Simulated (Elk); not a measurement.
# Optical response of AgI, part 2 of 2

Wanted: where AgI starts to absorb, how strongly, and its refractive index. The cell comes from an older database entry, whose edges can differ from later determinations, mostly by under a per cent.

Elk 11.2.3 (patched build); DFT, PBE, all-electron APW+lo, Dirac cores, scalar-relativistic bands, independent-particle optical response without local fields.

So far. Step 2 (Ground state): There is a gap, 1.31 eV on this mesh (points off the mesh can give less), so no carriers' term is needed.

The database entry behind the starting cell differs from later determinations by our own check (about 0.3 % short), so it need not match the best structure at ambient conditions.

### 3. Independent particles

With the density converged, the vertical transitions are summed over the zone.

This step: DFT, PBE, all-electron APW+lo, Dirac cores, scalar-relativistic bands, independent-particle optical response without local fields (Elk 11.2.3 (patched build)).

Input file elk.in:

```
tasks
  121

optcomp
  1 1

xctype
  20

nempty
  14

lorbcnd
  .true.

rgkmax
  7.0

swidth
  0.0036749

wplot
  400 100 0
  0.0 0.80849

sppath
  './'

avec
  0.000000000000 6.116098602351 6.116098602351
  6.116098602351 0.000000000000 6.116098602351
  6.116098602351 6.116098602351 0.000000000000

atoms
  2
  'I.in'
  1
  0.750000000000 0.750000000000 0.750000000000   0.000 0.000 0.000
  'Ag.in'
  1
  0.000000000000 0.000000000000 0.000000000000   0.000 0.000 0.000

ngridk
  9 9 9
```

Run with:

```
$ OMP_NUM_THREADS=4 elk
```

What it wrote:

```text
┌─────────────────────────────────┐
│ Elk code version 11.2.3 started │
└─────────────────────────────────┘

Info(readinput): the functional depends on the density's gradient
 muffin-tin radial points multiplied by    2.00000
 (not where nrmtscf is given)

┌────────────────────┐
│ Current task : 121 │
└────────────────────┘

Info(findsymcrys): atomic basis shift (lattice) :
  0.2500000000      0.2500000000      0.2500000000
See GEOMETRY.OUT for new atomic positions

Info(dielectric):
 dielectric tensor written to EPSILON_ij.OUT
 optical conductivity written to SIGMA_ij.OUT
 for components
  i = 1, j = 1

┌──────────────────┐
│ Elk code stopped │
└──────────────────┘
```

Elapsed: 1.4 s, on 4 threads of Arm Neoverse V2, shared host; peak memory 0.04 GiB.

This step gave:

- electronic dielectric constant ε∞, mean over x, y and z (by symmetry where fewer were run): 5.707
- main peak of Im epsilon, first axis: 5.473 eV

The Im ε, E ∥ x has structure finer than the step of the table below, so its rows give means over 0.5 eV, whole bins alone (the curve runs from 0 to 21.9 eV). Peaks (eV: height): 1.93: 2.32, 3.30: 3.83, 3.80: 4.92, 4.68: 4.69, 5.50: 9.40, 6.66: 9.10, 7.76: 6.34.

Values under the direct gap are tails of Lorentzian lines. Im ε, E ∥ x against photon energy; means over each step:

```
photon energy (eV)  Im ε, E ∥ x
               0.5       0.0383
               1.0        0.227
               1.5        0.586
               2.0         1.35
               2.5         1.41
               3.0         2.32
               3.5         3.02
               4.0         3.88
               4.5         3.20
               5.0         4.22
               5.5         7.55
               6.0         6.20
               6.5         7.72
               7.0         7.31
               7.5         5.82
               8.0         4.68
               8.5         3.08
               9.0         2.15
               9.5         2.66
              10.0         1.96
              10.5         1.95
              11.0         1.35
              11.5         1.08
              12.0         1.05
              12.5        0.918
              13.0        0.828
              13.5        0.888
              14.0        0.882
              14.5         1.04
              15.0         1.13
              15.5        0.906
              16.0        0.773
              16.5        0.812
              17.0        0.619
              17.5        0.598
              18.0        0.507
              18.5        0.449
              19.0        0.576
              19.5        0.437
              20.0        0.439
              20.5        0.421
              21.0        0.401
              21.5        0.362
```

Re ε, E ∥ x against photon energy:

```
photon energy (eV)  Re ε, E ∥ x
                 0         5.71
                 1         6.15
                 2         5.54
                 3         7.15
                 4         4.67
                 5         6.21
                 6         3.26
                 7        -1.15
                 8        -2.57
                 9       -0.896
                10       -0.779
                11       -0.697
                12       -0.216
                13       0.0510
                14        0.301
                15        0.214
                16        0.210
                17        0.141
                18        0.202
                19        0.400
                20        0.423
                21        0.464
```

The reflectivity at normal incidence, E ∥ x has structure finer than the step of the table below, so its rows give means over 0.5 eV, whole bins alone (the curve runs from 0 to 21.9 eV). Peaks (eV: height): 5.50: 35.7, 6.99: 41.2, 8.09: 46.8, 8.53: 43.7, 9.74: 38.5, 10.84: 36.0, 11.44: 34.0.

The reflectivity at normal incidence, E ∥ x by photon energy; means over each step:

```
photon energy (eV)  reflectivity at normal incidence, E ∥ x (%)
               0.5                                         17.1
               1.0                                         18.2
               1.5                                         18.4
               2.0                                         19.2
               2.5                                         19.7
               3.0                                         21.8
               3.5                                         21.8
               4.0                                         21.4
               4.5                                         21.5
               5.0                                         24.5
               5.5                                         31.5
               6.0                                         27.6
               6.5                                         32.2
               7.0                                         37.7
               7.5                                         36.5
               8.0                                         43.7
               8.5                                         40.6
               9.0                                         32.0
               9.5                                         29.2
              10.0                                         31.2
              10.5                                         31.6
              11.0                                         32.4
              11.5                                         29.0
              12.0                                         22.7
              12.5                                         18.3
              13.0                                         15.6
              13.5                                         10.7
              14.0                                         10.0
              14.5                                         9.74
              15.0                                         12.8
              15.5                                         16.3
              16.0                                         12.0
              16.5                                         13.5
              17.0                                         13.5
              17.5                                         10.2
              18.0                                         11.2
              18.5                                         6.81
              19.0                                         7.43
              19.5                                         7.69
              20.0                                         5.97
              20.5                                         6.27
              21.0                                         5.14
              21.5                                         5.84
```

The refractive index n and extinction k by photon energy:

```
photon energy (eV)      n       k
                 0   2.39       0
                 1   2.48  0.0302
                 2   2.38   0.353
                 3   2.70   0.341
                 4   2.33   0.885
                 5   2.59   0.687
                 6   2.27    1.37
                 7   1.77    2.07
                 8   1.19    2.00
                 9  0.803    1.24
                10  0.831    1.21
                11  0.596    1.03
                12  0.693   0.834
                13  0.651   0.610
                14  0.769   0.538
                15  0.844   0.706
                16  0.699   0.527
                17  0.612   0.483
                18  0.601   0.398
                19  0.762   0.425
                20  0.714   0.296
                21  0.734   0.274
```

The loss function −Im 1/ε at q → 0, E ∥ x has structure finer than the step of the table below, so its rows give means over 0.5 eV, whole bins alone (the curve runs from 0 to 21.9 eV). Peaks (eV: height): 13.04: 1.27, 17.00: 1.60, 17.99: 1.78, 19.31: 1.59, 21.34: 1.38.

Values under the direct gap are tails of Lorentzian lines. Table of loss function −Im 1/ε at q → 0, E ∥ x by energy loss; means over each step:

energy loss (eV), loss function −Im 1/ε at q → 0, E ∥ x and a bar:
```
      0.5       0.00 
      1.0       0.01 
      1.5       0.02 
      2.0       0.03 #
      2.5       0.03 #
      3.0       0.04 #
      3.5       0.06 #
      4.0       0.09 ##
      4.5       0.07 #
      5.0       0.07 #
      5.5       0.10 ##
      6.0       0.12 ##
      6.5       0.11 ##
      7.0       0.14 ##
      7.5       0.17 ###
      8.0       0.18 ###
      8.5       0.25 #####
      9.0       0.40 #######
      9.5       0.35 ######
     10.0       0.44 ########
     10.5       0.44 ########
     11.0       0.59 ###########
     11.5       0.80 ###############
     12.0       0.91 #################
     12.5       1.08 ####################
     13.0       1.19 ######################
     13.5       1.02 ###################
     14.0       1.00 ##################
     14.5       0.83 ###############
     15.0       0.84 ###############
     15.5       1.11 ####################
     16.0       1.21 ######################
     16.5       1.19 ######################
     17.0       1.52 ############################
     17.5       1.41 ##########################
     18.0       1.65 ##############################
     18.5       1.32 ########################
     19.0       1.21 ######################
     19.5       1.44 ##########################
     20.0       1.22 ######################
     20.5       1.28 #######################
     21.0       1.12 ####################
     21.5       1.24 #######################
```

Optical constants at common wavelengths, from n + ik = √ε:

```
wavelength (nm)     n      k  R (%)     1/α
           1550  2.44  0.016   17.5  7.7 µm
            532  2.51  0.240   18.9  177 nm
            405  2.74  0.424   22.7   76 nm
            365  2.44  0.588   19.8   49 nm
            308  2.29  0.851   20.7   29 nm
            248  2.58  0.689   22.4   29 nm
            193  2.51  1.403   29.7   11 nm
```

Below the direct gap, k and the depth come from the tails of the Lorentzian lines, not from transitions.

Rows near the edge hang on the gap, which this functional as a rule makes too small, and phonon-assisted absorption is left out.

### 4. Summary of results

| Item | Value |
| --- | --- |
| electronic dielectric constant ε∞, mean over x, y and z (by symmetry where fewer were run) (independent particles) | 5.71 |
| main peak of Im epsilon, first axis | 5.47 eV |

What this shows: At this level (PBE, independent particles) AgI has ε∞ = 5.71 and n = 2.44 at 1550 nm, and Im ε peaks at 5.5 eV. On the mesh the gap is 1.31 eV and the least direct gap 1.31 eV. Distinct maxima of Im ε, read by a parabola through the highest points, lie at 5.47 eV (9.5), 5.93 eV (6.4), 6.64 eV (9.1) and 7.26 eV (6.7). Excitons and phonon-assisted transitions are missing, and so are local fields; PBE gaps are as a rule too small, which pulls the onset down and ε∞ up. Spin-orbit coupling is left out although heavy atoms are present. The sum runs over mesh points, so small or evenly spaced maxima can still be ripples of the mesh.

[Machine, clock and banner lines and Python warnings are left out of the logs.]

[Logs are printed without paths, hosts, clocks, repeated set-up lines and the standing remarks that a program may print on its own settings, such as how far it seeks lower states.]

[Hosts, paths, dates, database ids (printed as entryN), source tags and the programs' standing remarks are cut or masked in the printed files.]
